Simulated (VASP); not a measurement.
A run of VASP 6.6.1:

Contents of POSCAR:

```
GaSb
1.0
    0.0000000000      3.0556827770      3.0556827770
    3.0556827770      0.0000000000      3.0556827770
    3.0556827770      3.0556827770      0.0000000000
Ga Sb
1 1
Direct
    0.0000000000      0.0000000000      0.0000000000
    0.2500000000      0.2500000000      0.2500000000
```

File INCAR.step1:

```
SYSTEM = GaSb
PREC = Accurate
ENCUT = 520
EDIFF = 1E-6
ISMEAR = 0
SIGMA = 0.1
LREAL = .False.
LASPH = .True.
NELM = 100
ALGO = Fast
ISIF = 2
LWAVE = .False.
LCHARG = .True.
GGA = PS
NBANDS = 16
```

KPOINTS.step1

```
Automatic mesh
0
Gamma
  12 12 12
  0 0 0
```

Contents of INCAR.step2:

```
SYSTEM = GaSb
PREC = Accurate
ENCUT = 520
EDIFF = 1E-6
ISMEAR = -5
SIGMA = 0.1
LREAL = .False.
LASPH = .True.
NELM = 100
ALGO = Fast
ISIF = 2
LWAVE = .False.
LCHARG = .False.
GGA = PS
LORBIT = 11
NBANDS = 16
NEDOS = 2001
ICHARG = 11
```

KPOINTS.step2

```
Automatic mesh
0
Gamma
  18 18 18
  0 0 0
```

Potentials or basis: VASP PAW PBE potentials, release 64 (Ga_d, Sb).

Run with:

```sh
$ cat potpaw_PBE.64/Ga_d/POTCAR potpaw_PBE.64/Sb/POTCAR > POTCAR
$ cp INCAR.step1 INCAR
$ cp KPOINTS.step1 KPOINTS
$ mpirun -np 1 vasp_std > vasp.out
$ cp INCAR.step2 INCAR
$ cp KPOINTS.step2 KPOINTS
$ mpirun -np 1 vasp_std > vasp.out
```

Hardware: 1 thread of Intel(R) Xeon(R) 6975P-C (Granite Rapids) (shared host).

Q: How long does it take, and how much memory?

A: It took 54 s on 1 thread of Intel(R) Xeon(R) 6975P-C (Granite Rapids), with other jobs on the host, peak memory 0.31 GiB. Counts: scf iterations 9, k points 195.
